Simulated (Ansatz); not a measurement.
# A defect in a wire: W wire along [100], 2 atoms a period, Mg in place of one W

What does the defect do to the conductance?

Method: DFT PBE, plane waves, PAW; relaxation of a wire's period, in the first sound run; inputs show where later runs differ, in Ansatz 0.2.0.

Report form: the programs' logs are mostly left out.

## Step 1: Set-up

The cell holds 2 atoms: 2 W. Its edges and angles: a = 8.385 Å, b = 8.385 Å, c = 3.170 Å, α = 90.0°, β = 90.0°, γ = 90.0°. Vacuum lies along a and b. The structure's axis is c.

Coordinates:

```cif
data_structure
_symmetry_space_group_name_H-M 'P 1'
_symmetry_Int_Tables_number 1
_cell_length_a 8.3850
_cell_length_b 8.3850
_cell_length_c 3.1700
_cell_angle_alpha 90.000
_cell_angle_beta 90.000
_cell_angle_gamma 90.000
_cell_volume 222.88
loop_
_atom_site_label
_atom_site_type_symbol
_atom_site_fract_x
_atom_site_fract_y
_atom_site_fract_z
_atom_site_occupancy
W1 W 0.40549 0.40549 0.00000 1
W2 W 0.59451 0.59451 0.50000 1
```

## Step 2: The relaxed wire

Band widths follow the bond lengths, so the wire is relaxed first. The atoms and the third cell vector are free; the box across stays fixed as vacuum. A Fermi-Dirac smearing is set since the result may be a metal. The pressure printed is a third of the stress's trace over the whole box, vacuum included; only the stress along the axis is relaxed.

The input, input.yaml:

```yaml
crystal:
  lattice:
    - [8.385, 0.0, 0.0]
    - [0.0, 8.385, 0.0]
    - [0.0, 0.0, 3.17]
  atoms:
    - { symbol: W, position: [0.405485987, 0.405485987, 0.0] }
    - { symbol: W, position: [0.594514013, 0.594514013, 0.5] }
kpoints:
  mp_grid: { grid: [1, 1, 26] }
scf:
  occupations: { method: fermi_dirac, width: 0.05 }
hamiltonian:
  xc: pbe
relax:
  cell: { fix: [a, b, alpha, beta, gamma] }
  max_steps: 60
```

Command:

```sh
ansatz run input.yaml --threads 4 --pin off --max-ram 16384MiB --backend cpu --events-out ev --progress --plain --runs-dir out
```

Elapsed: 9 s, on 4 threads of Arm Neoverse V1, shared host; peak memory 0.48 GiB.

The steps of the relaxation:

```csv
step,energy less that of the first step (eV),largest force component (eV/Å),pressure (GPa),volume (Å³)
1,0.0000,4.6571,-6.58,222.88
2,-2.3614,2.5334,-3.47,220.43
3,-1.4195,7.6935,6.71,215.20
4,-2.6853,1.0396,-1.61,215.06
5,-2.7522,0.2802,0.21,209.60
6,-2.7542,0.0843,-0.07,208.89
7,-2.7547,0.0005,-0.05,209.40
8*,-2.7541,0.0005,-0.04,209.40
```

Relaxation steps marked * repeat the geometry before them on a plane-wave basis chosen anew for their cell, so energy and pressure can jump there. Relaxation step 3 was tried and not accepted.

Forces are held to the 8 operations that the run works with; a distortion that breaks them can't arise in this run.

```csv
cell as run,before,after,change
c (Å),3.170,2.978,-6.0 %
```

The atoms that moved most (Å, along periodic axes as changes of fractional coordinates times the final cell, across vacuum about the mean position):

```csv
atom,dx,dy,dz,length
W1,0.173,0.173,0.000,0.244
W2,-0.173,-0.173,0.000,0.244
```

The relaxed structure:

```xyz
2
Lattice="8.3850 0.0000 0.0000 0.0000 8.3850 0.0000 0.0000 0.0000 2.9783" Properties=species:S:1:pos:R:3
W     3.5725    3.5725    0.0000
W     4.8125    4.8125    1.4892
```

This step gave:

| Quantity | Value |
| --- | --- |
| energy at zero smearing | -20762.0595 eV |
| cell length along the wire | 2.978 Å |

The cell's length comes to 2.978 Å with spin left out.

## Step 3: The perfect wire

This step: DFT PBE, plane waves, PAW; channels and complex bands of a perfect wire (Ansatz 0.2.0).

At the relaxed period the Bloch states of the perfect wire are found at each energy: those that move forward count the open channels, and those that decay describe how a disturbance dies away inside the wire itself. An energy step of 0.035 eV is under the 0.039 eV that the program asks for its thermal average at 300 K.

The input, input.yaml:

```yaml
crystal:
  lattice:
    - [8.385, 0.0, 0.0]
    - [0.0, 8.385, 0.0]
    - [0.0, 0.0, 2.9783318098]
  atoms:
    - { symbol: W, position: [0.426063455, 0.426063455, 0.0] }
    - { symbol: W, position: [0.573936545, 0.573936545, 0.5] }
kpoints:
  mp_grid: { grid: [1, 1, 27] }
scf:
  occupations: { method: fermi_dirac, width: 0.05 }
hamiltonian:
  xc: pbe
output:
  transmission:
    e_range: [-1.26, 1.26]
    de: 0.035
    kmesh: [1, 1]
    reduced_basis: true
    leads: [[0, 0]]
basis:
  ecutwfc: "350 eV"
```

Run time: 17 s. Hardware: 4 threads; peak memory 0.58 GiB.

Numbers from this step:

| Property | Result |
| --- | --- |
| energy at zero smearing | -20762.0529 eV |
| channels at the energy nearest the Fermi level, one spin | 4 |
| conductance of the lead as this run defines it | 3.863 G₀ |
| band gap | 0 eV |

The open channels of the lead, one spin by energy, zero at the Fermi level:

energy (eV), open channels of the lead, one spin and a bar from the least value:
```
    -1.26       3.00 ########
    -1.19       3.00 ########
    -1.08       3.00 ########
    -1.01       3.00 ########
    -0.91       3.00 ########
    -0.84       3.00 ########
    -0.73       3.00 ########
    -0.67       3.00 ########
    -0.56       3.00 ########
    -0.49       3.00 ########
    -0.39       4.00 ###############
    -0.32       4.00 ###############
    -0.21       4.00 ###############
    -0.14       4.00 ###############
    -0.04       4.00 ###############
     0.00       4.00 ###############
     0.04       4.00 ###############
     0.14       2.00 
     0.21       2.00 
     0.32       2.00 
     0.39       2.00 
     0.49       2.00 
     0.56       2.00 
     0.67       2.00 
     0.73       2.00 
     0.84       6.00 ##############################
     0.91       6.00 ##############################
     1.01       2.00 
     1.08       4.00 ###############
     1.19       4.00 ###############
     1.26       5.00 ######################
```

The slowest values at each energy, most degenerate partners merged, listed up to 1.5 1/Å. Im kz of the slowest decaying states against energy, zero at the Fermi level:

```csv
energy (eV),decay 1 (Å⁻¹),decay 2 (Å⁻¹),decay 3 (Å⁻¹),decay 4 (Å⁻¹)
-1.190,0.154,0.163,0.494,0.807
-1.085,0.149,0.161,0.496,0.790
-1.015,0.145,0.158,0.496,0.778
-0.910,0.136,0.150,0.495,0.759
-0.805,0.138,0.140,0.492,0.740
-0.700,0.119,0.161,0.488,0.721
-0.595,0.0916,0.176,0.483,0.701
-0.490,0.0361,0.186,0.476,0.680
-0.385,0.192,0.468,0.659,0.808
-0.315,0.194,0.462,0.645,0.793
-0.210,0.195,0.452,0.623,0.771
-0.105,0.193,0.440,0.599,0.748
0.000,0.189,0.427,0.575,0.723
0.105,0.0397,0.183,0.412,0.550
0.210,0.0738,0.174,0.396,0.524
0.315,0.0920,0.162,0.377,0.497
0.385,0.0997,0.152,0.363,0.478
0.490,0.106,0.133,0.339,0.447
0.595,0.105,0.107,0.311,0.415
0.700,0.0619,0.0924,0.278,0.379
0.805,0.0495,0.236,0.340,0.473
0.910,0.179,0.296,0.427,0.782
1.015,0.0570,0.0745,0.139,0.244
1.085,0.0971,0.189,0.202,0.336
1.190,0.113,0.131,0.244,0.268
```

By hand: the program gives 4.2568 × 10^14 S/m² over the cell's cross-section of 70.31 Å² = 7.031 × 10^-19 m², so one cell conducts 2.993 × 10^-4 S. Divided by G0 = 2e²/h = 7.748 × 10^-5 S this is 3.86 G0, a resistance of 3.34 kΩ.

At the computed energy nearest the Fermi level there are 4 channels a spin, and the thermal average gives 3.86 G₀.

## Step 4: Relaxation of the scattering region

This step: DFT PBE, plane waves, PAW; relaxation of a junction in a wire, ends held (Ansatz 0.2.0).

System of this step: W wire along [100], 2 atoms a period, Mg in place of one W. The cell holds 18 atoms: 17 W and 1 Mg. Cell: a = 8.385 Å, b = 8.385 Å, c = 26.805 Å, α = 90.0°, β = 90.0°, γ = 90.0°. Regions: held atoms, 12 atoms (12 W); free atoms, 6 atoms (5 W and 1 Mg). Vacuum lies along a and b. The structure's axis is c.

6 atoms at the defect are free to relax, while 12 stay where the perfect wire has them, so that the ends still repeat as a lead. The cutoff is set under the files' recommended one to save time.

The input, input.yaml:

```yaml
crystal:
  lattice:
    - [8.385, 0.0, 0.0]
    - [0.0, 8.385, 0.0]
    - [0.0, 0.0, 26.8049862879]
  atoms:
    - { symbol: W, position: [0.426063455, 0.426063455, 0.0] }
    - { symbol: W, position: [0.573936545, 0.573936545, 0.055555556] }
    - { symbol: W, position: [0.426063455, 0.426063455, 0.111111111] }
    - { symbol: W, position: [0.573936545, 0.573936545, 0.166666667] }
    - { symbol: W, position: [0.426063455, 0.426063455, 0.222222222] }
    - { symbol: W, position: [0.573936545, 0.573936545, 0.277777778] }
    - { symbol: W, position: [0.426063455, 0.426063455, 0.333333333] }
    - { symbol: W, position: [0.573936545, 0.573936545, 0.388888889] }
    - { symbol: W, position: [0.426063455, 0.426063455, 0.444444444] }
    - { symbol: Mg, position: [0.573936545, 0.573936545, 0.5], spin: 0.3 }
    - { symbol: W, position: [0.426063455, 0.426063455, 0.555555556] }
    - { symbol: W, position: [0.573936545, 0.573936545, 0.611111111] }
    - { symbol: W, position: [0.426063455, 0.426063455, 0.666666667] }
    - { symbol: W, position: [0.573936545, 0.573936545, 0.722222222] }
    - { symbol: W, position: [0.426063455, 0.426063455, 0.777777778] }
    - { symbol: W, position: [0.573936545, 0.573936545, 0.833333333] }
    - { symbol: W, position: [0.426063455, 0.426063455, 0.888888889] }
    - { symbol: W, position: [0.573936545, 0.573936545, 0.944444444] }
magnetization:
  spin_polarized: true
kpoints:
  mp_grid: { grid: [1, 1, 1] }
scf:
  occupations: { method: fermi_dirac, width: 0.1 }
hamiltonian:
  xc: pbe
relax:
  constraints: [{ sites: [0, 1, 2, 3, 4, 5, 12, 13, 14, 15, 16, 17] }]
  f_tol: 0.06
  max_steps: 35
basis:
  ecutwfc: "350 eV"
```

Elapsed: 61 s, on 4 threads; peak memory 1.7 GiB; 3.9 min of CPU time.

Step by step:

```csv
step,energy less that of the first step (eV),largest force component (eV/Å)
1,0.0000,4.1896
2,-1.0749,1.5724
3,-1.3958,0.4967
4,-1.5140,0.3246
5,-1.5587,0.2803
6,-1.5681,0.0257
7,-1.5681,0.0265
```

The atoms that moved most (Å):

```csv
atom,dx,dy,dz,length
Mg10,0.544,0.544,0.064,0.772
W9,0.123,0.123,0.201,0.265
W8,0.090,0.090,0.181,0.221
W11,0.068,0.068,-0.179,0.203
W7,0.083,0.083,0.143,0.185
W12,-0.012,-0.012,-0.098,0.099
```

This step gave:

```
energy at zero smearing : -178398.9434 eV
absolute moment         : 0 μB
```

The largest force component on a free atom ends at 0.026 eV/Å, under the limit of 0.06. Mg ends nearest to W at 2.71 Å, W at 2.73 Å, W at 2.92 Å and W at 2.93 Å.

## Step 5: Transmission between the leads

This step: DFT PBE, plane waves, PAW; transmission of a junction in a wire (Ansatz 0.2.0).

The cell is now read as a scatterer between two semi-infinite leads, named by two sites one period apart. The scattering states in its self-consistent potential are matched to the leads' states at each energy. One point across is taken, as for a wire in vacuum.

The input, input.yaml:

```yaml
crystal:
  lattice:
    - [8.385, 0.0, 0.0]
    - [0.0, 8.385, 0.0]
    - [0.0, 0.0, 26.8049862879]
  atoms:
    - { symbol: W, position: [0.426063455, 0.426063455, 0.0] }
    - { symbol: W, position: [0.573936545, 0.573936545, 0.055555556] }
    - { symbol: W, position: [0.426063455, 0.426063455, 0.111111111] }
    - { symbol: W, position: [0.573936545, 0.573936545, 0.166666667] }
    - { symbol: W, position: [0.426063455, 0.426063455, 0.222222222] }
    - { symbol: W, position: [0.573936545, 0.573936545, 0.277777778] }
    - { symbol: W, position: [0.43598926, 0.43598926, 0.3386550606] }
    - { symbol: W, position: [0.584610408, 0.584610408, 0.3956373081] }
    - { symbol: W, position: [0.4406747605, 0.4406747605, 0.4519253572] }
    - { symbol: Mg, position: [0.6388048289, 0.6388048289, 0.5023941933] }
    - { symbol: W, position: [0.434179811, 0.434179811, 0.5488908008] }
    - { symbol: W, position: [0.5724589934, 0.5724589934, 0.607468462] }
    - { symbol: W, position: [0.426063455, 0.426063455, 0.666666667] }
    - { symbol: W, position: [0.573936545, 0.573936545, 0.722222222] }
    - { symbol: W, position: [0.426063455, 0.426063455, 0.777777778] }
    - { symbol: W, position: [0.573936545, 0.573936545, 0.833333333] }
    - { symbol: W, position: [0.426063455, 0.426063455, 0.888888889] }
    - { symbol: W, position: [0.573936545, 0.573936545, 0.944444444] }
kpoints:
  mp_grid: { grid: [1, 1, 3] }
scf:
  occupations: { method: fermi_dirac, width: 0.05 }
hamiltonian:
  xc: pbe
output:
  transmission:
    e_range: [-1.26, 1.26]
    de: 0.035
    kmesh: [1, 1]
    reduced_basis: true
    leads: [[16, 0]]
  dos: { projected: true, e_range: [-4, 3] }
  write_potential: true
  write_density: true
  volumetric_format: npy
  elf: true
basis:
  ecutwfc: "350 eV"
```

Wall time 74 s (4 threads); peak memory 2 GiB.

This step gave:

| Item | Value |
| --- | --- |
| energy at zero smearing | -178399.0579 eV |
| transmission at the energy nearest the Fermi level, one spin | 1.278 |
| step of the lead's Hamiltonian | 20.3 meV |
| conductance of the junction | 1.271 G₀ |

The transmission, one spin by energy, zero at the Fermi level:

```csv
energy (eV),"transmission, one spin"
-1.26,0.906
-1.16,1.03
-1.01,1.31
-0.91,1.56
-0.84,1.70
-0.77,1.47
-0.67,2.18
-0.53,1.57
-0.42,1.43
-0.39,1.54
-0.32,1.43
-0.17,1.37
-0.07,1.33
0.00,1.28
0.07,1.19
0.17,1.12
0.32,1.08
0.42,1.00
0.53,0.926
0.59,1.40
0.67,0.825
0.77,0.608
0.88,2.12
0.91,2.07
1.01,0.672
1.16,0.628
1.26,0.807
```

Open channels of the lead, one spin against energy, zero at the Fermi level:

energy (eV), open channels of the lead, one spin and a bar from the least value:
```
    -1.26       3.00 ############
    -1.19       3.00 ############
    -1.08       3.00 ############
    -1.01       3.00 ############
    -0.91       3.00 ############
    -0.84       3.00 ############
    -0.73       3.00 ############
    -0.67       3.00 ############
    -0.56       3.00 ############
    -0.49       3.00 ############
    -0.39       4.00 ##################
    -0.32       4.00 ##################
    -0.21       4.00 ##################
    -0.14       4.00 ##################
    -0.04       4.00 ##################
     0.00       4.00 ##################
     0.04       4.00 ##################
     0.14       2.00 ######
     0.21       2.00 ######
     0.32       2.00 ######
     0.39       2.00 ######
     0.49       2.00 ######
     0.56       1.00 
     0.67       2.00 ######
     0.73       2.00 ######
     0.84       4.00 ##################
     0.91       6.00 ##############################
     1.01       4.00 ##################
     1.08       4.00 ##################
     1.19       4.00 ##################
     1.26       4.00 ##################
```

Projected DOS an atom over height of the atomic layer and energy from the Fermi level.  broadened by a Gaussian of 0.15 eV, since few k-points sample the long cell.

Values in states/eV, 12 rows by 16 columns, each cell a mean:
```
2.26 2.22 2.06 1.89 1.93 1.73 1.88 2.27 0.54 2.35 2.02 1.90 2.12 2.12 2.18 2.18
2.14 2.06 1.96 1.86 1.70 1.61 1.32 1.72 0.58 1.62 1.43 1.70 1.77 1.97 2.05 2.13
0.61 0.63 0.65 0.70 0.78 0.86 0.70 1.15 0.31 1.07 0.75 0.92 0.83 0.75 0.64 0.64
1.10 1.10 1.09 1.07 0.94 1.06 0.97 1.57 0.52 1.48 1.01 1.02 0.94 1.01 1.07 1.11
0.87 0.92 0.93 0.95 1.09 1.20 1.13 2.35 0.73 2.40 1.26 1.16 1.02 0.98 0.93 0.90
1.04 0.89 0.91 0.91 1.00 1.29 1.49 1.98 0.32 1.75 1.32 1.09 0.83 0.88 0.94 0.91
1.05 1.17 1.23 1.33 1.45 1.31 1.86 1.54 0.19 1.65 1.72 1.25 1.34 1.24 1.17 1.14
2.18 2.34 2.22 2.18 2.51 2.90 2.82 1.80 0.33 2.12 2.82 2.45 1.97 2.06 2.28 2.33
2.82 2.64 2.85 3.16 3.02 2.60 2.09 1.76 0.31 1.56 2.06 2.95 3.32 2.97 2.64 2.64
1.88 1.88 1.67 1.34 0.98 0.71 0.74 0.78 0.33 0.87 0.93 1.05 1.46 1.78 1.87 1.89
0.31 0.38 0.40 0.33 0.30 0.41 0.59 0.49 0.29 0.53 0.54 0.35 0.28 0.36 0.43 0.36
0.54 0.39 0.28 0.36 0.54 0.65 0.73 0.56 0.27 0.50 0.67 0.61 0.41 0.24 0.33 0.55
```
Columns: height of the atomic layer (Å) from 0 to 25.3 (not evenly spaced); rows upwards: energy from the Fermi level (eV) from -3.98 to 1.47.

Electrostatic potential energy in the ca plane at fractional y = 0.426, with atoms of W within 0.2 Å of it. With pseudopotentials it is smooth inside the atoms' cores, unlike the true potential.

Ten even steps from '0' (-59 eV) to '9' (4 eV), each cell a mean:
```
99999999999999999999999999999999999999999999
99999999999999999999999999999999999999999999
99999999999999999999999999999999999999999999
99999999999999999999999999999999999999999999
99999999999999999999999999999999999999999999
99999999999999999999999999999999999999999999
99999999999999999999999999999999999999999999
99999999999999999999999999999999999999999999
99999999999999999999999999999999999999999999
99888998898888999998889999888898899988998899
88656888987446899875347898645788888656888887
85201589973002689851004786200378985201589862
73000279861000489830002774000168973000278850
73000379972001589841003785100268973000379850
86212589985224789874236887422589986212589863
98656899998767899987778998767899998656899987
99888999999889999999999999988999999888999998
99999999999999999999999999999999999999999999
99999999999999999999999999999999999999999999
99999999999999999999999999999999999999999999
99999999999999999999999999999999999999999999
99999999999999999999999999999999999999999999
99999999999999999999999999999999999999999999
```
Columns run along c (16.0 Å, from fractional 0.18 to 0.78 of the cell; values clipped at the 3rd and 97th percentile), rows up along a (8.4 Å). Atoms in or near the plane, at fractional coordinates: W at (0.22, 0.43), W at (0.34, 0.44), W at (0.45, 0.44), W at (0.55, 0.43), W at (0.67, 0.43).

[end of part 1 of 2]

[Logs are printed without paths, hosts, clocks, repeated set-up lines and the standing remarks that a program may print on its own settings, such as how far it seeks lower states.]

[Hosts, paths, dates, database ids (printed as entryN), source tags and the programs' standing remarks are cut or masked in the printed files.]
